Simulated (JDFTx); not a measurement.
Hf: single point with PBE

Hf:

```
Hf
1.0
    -1.73538    1.78809    1.84034
     1.76840   -1.76106    1.84632
     1.78180    1.80748   -1.81331
Hf
1
Direct
  0.98347 0.99320 0.98959
```

The cell isn't the ideal one: cell strained at random at fixed volume.

* Program: JDFTx 1.7.0 (patched build)
* Task: single point
* Functional: PBE
* Potentials or basis: PseudoDojo-SR-PBE-0.5-standard
* Cutoff: 789 eV
* Density cutoff: 3157 eV
* k mesh: 10 × 10 × 10
* Occupations: fermi-dirac, width 0.05 eV
* Spin: no spin polarisation

```
Pressure               : -4.8 GPa
Band gap on the k mesh : none (metal or under the smearing width)
```

Stress tensor (GPa, compression positive):
```
-5.61 -1.23 -0.96
-1.23 -4.95 -0.80
-0.96 -0.80 -3.80
```

Levels at points of the mesh, in eV from the Fermi level:
| k point | band 2 | band 3 | band 4 | band 5 | band 6 | band 7 | band 8 | band 9 |
| --- | --- | --- | --- | --- | --- | --- | --- | --- |
| (0.00, 0.00, 0.00) | -30.04 | -30.00 | -30.00 | -6.88 | 1.18 | 1.46 | 1.80 | 3.89 |
| (0.00, 0.00, 0.50) | -30.68 | -30.23 | -30.02 | -3.25 | -0.68 | 0.83 | 4.34 | 5.19 |
| (0.00, 0.50, 0.00) | -30.70 | -30.22 | -30.01 | -3.27 | -0.41 | 0.74 | 3.90 | 5.04 |
| (0.00, 0.50, 0.50) | -30.72 | -30.25 | -30.01 | -3.23 | -0.21 | 0.86 | 3.61 | 4.71 |
| (0.50, 0.00, 0.00) | -30.70 | -30.21 | -30.00 | -3.29 | -0.26 | 0.69 | 3.75 | 4.89 |
| (0.50, 0.00, 0.50) | -30.72 | -30.26 | -30.02 | -3.20 | -0.35 | 0.96 | 3.71 | 4.82 |
| (0.50, 0.50, 0.00) | -30.72 | -30.28 | -30.03 | -3.15 | -0.60 | 1.15 | 4.07 | 4.88 |
| (0.50, 0.50, 0.50) | -30.54 | -30.52 | -30.44 | -2.41 | -2.32 | 6.07 | 6.34 | 6.48 |

Wall time 3.2 min on 1 thread of Arm Neoverse V1, with other jobs on the host, peak memory 0.43 GiB.

The run has no spin-orbit coupling, so splittings on Hf are missing.
